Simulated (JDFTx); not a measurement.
**NaH under changes of volume**

One of the cells (14.527 Å³/atom); the others are scaled copies at fixed shape and fractional positions:

```xyz
2
Lattice="0.0000 2.4400 2.4400 2.4400 0.0000 2.4400 2.4400 2.4400 0.0000" Properties=species:S:1:pos:R:3 pbc="T T T"
Na    0.0000    0.0000    0.0000
H     2.4400    2.4400    2.4400
```

```yaml
Program: JDFTx 1.7.0 (patched build)
Functional: PBEsol
Potentials_or_basis: PseudoDojo-SR-PBEsol-0.4.1-standard with smoothed tails
Cutoff: 1197 eV
Density_cutoff: 9578 eV
k_mesh: 9 × 9 × 9
Occupations: fermi-dirac, width 0.05 eV
Spin: no spin polarisation
```

```csv
volume (Å³/atom),energy over the lowest point (meV/atom),pressure (GPa),gap on the mesh (eV)
13.655,0.00,0.2,3.93
13.946,0.09,-0.3,3.90
14.236,1.04,-0.8,3.86
14.527,2.78,-1.2,3.83
14.817,5.23,-1.5,3.79
15.108,8.31,-1.9,3.76
15.398,?,?,?
```

What does the run at 15.398 Å³/atom give?

Energy over the lowest point 11.99 meV/atom; pressure -2.2 GPa; gap on the mesh 3.73 eV.

Worked out: A Birch-Murnaghan fit of order 3 (a polynomial in V^(-2/3)) to the other rows has its minimum at 13.77 Å³/atom with B0 = V·E''(V) = 24 GPa and B' = 4.0. It gives 11.96 meV/atom at 15.398 Å³/atom, against the run's 11.99, and -dE/dV = -2.2 GPa, against -2.2. A straight line through the other rows of the gap, of slope -1.71 eV per unit of ln V, extrapolates to 3.73 eV, against the run's 3.73.

Energies are extrapolated to zero smearing.

Caveats: an odd mesh through Γ misses points on the zone boundary, where band edges often lie.
